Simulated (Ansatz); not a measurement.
BeO:
```
CELL_PARAMETERS angstrom
      2.69026     0.00000     0.00000
     -1.34513     2.32984     0.00000
      0.00000     0.00000     4.36940
ATOMIC_POSITIONS crystal
  Be 0.33333 0.66667 0.99990
  Be 0.66667 0.33333 0.49990
  O  0.33333 0.66667 0.37760
  O  0.66667 0.33333 0.87760
```

Tensor components refer to the Cartesian frame of this cell.

Task: Give the high-frequency dielectric tensor and the Born effective charge tensors of the independent atoms from DFPT, r²SCAN in the plane-wave PAW code Ansatz.

Result: 
ε∞:
```
2.93  0.00  0.00
0.00  2.93  0.00
0.00  0.00  2.98
```
Z* of atom 1 (Be), rows: field, columns: displacement, in e:
```
1.81  0.00  0.00
0.00  1.81  0.00
0.00  0.00  1.86
```
Z* of atom 3 (O), rows: field, columns: displacement, in e:
```
-1.81   0.00   0.00
 0.00  -1.81   0.00
 0.00   0.00  -1.86
```

Static charges for comparison (Bader): Be1 +1.76, O3 -1.76 e. Born charges measure polarisation by displacement and can exceed these by far.

Space group P6_3mc (wurtzite). The cell was relaxed with r²SCAN under the symmetry of its start.

Potentials: the earlier of the program's two PAW sets. The files were generated under PBE; for other functionals the program regenerates the frozen cores, and for LDA and PBEsol the local potential too.
